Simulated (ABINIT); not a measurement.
CsSnI3:

```
CELL_PARAMETERS angstrom
6.20570 0.00000 0.00000
0.00000 6.20570 0.00000
0.00000 0.00000 6.20570
ATOMIC_POSITIONS crystal
Cs 0.00000 0.00000 0.00000
I 0.50000 0.50000 0.00000
I 0.50000 0.00000 0.50000
I 0.00000 0.50000 0.50000
Sn 0.50000 0.50000 0.50000
```

* Program: ABINIT 10.8.3 (patched build)
* Task: relaxation of cell and atoms
* Functional: PBE
* Potentials or basis: JTH PAW PBE v2.0
* Cutoff: 599 eV
* k mesh: 4 × 4 × 4
* Occupations: fermi-dirac, width 0.05 eV
* Spin: no spin polarisation

At the start: pressure 0.9 GPa; volume 47.80 Å³/atom.

Task: Where does the relaxation end?

Result: Over 4 steps the energy falls by 5.9 meV/atom and the volume is 50.25 Å³/atom (+5.1 %); space group Pm-3m (No. 221, to 0.05 Å).

Step by step:
```tsv
step	energy change (eV)	largest force (eV/Å)	pressure (GPa)	volume (Å³)
1	0.0000	0.0000	0.86	238.99
2	-0.0032	0.0000	0.81	239.61
3	-0.0296	0.0000	0.03	250.77
4	-0.0296	0.0000	0.00	251.24
```

Final structure:
```
CELL_PARAMETERS angstrom
6.30998 0.00000 0.00000
0.00000 6.30998 0.00000
0.00000 0.00000 6.30998
ATOMIC_POSITIONS crystal
Cs 0.00000 0.00000 0.00000
I 0.50000 0.50000 0.00000
I 0.50000 0.00000 0.50000
I 0.00000 0.50000 0.50000
Sn 0.50000 0.50000 0.50000
```
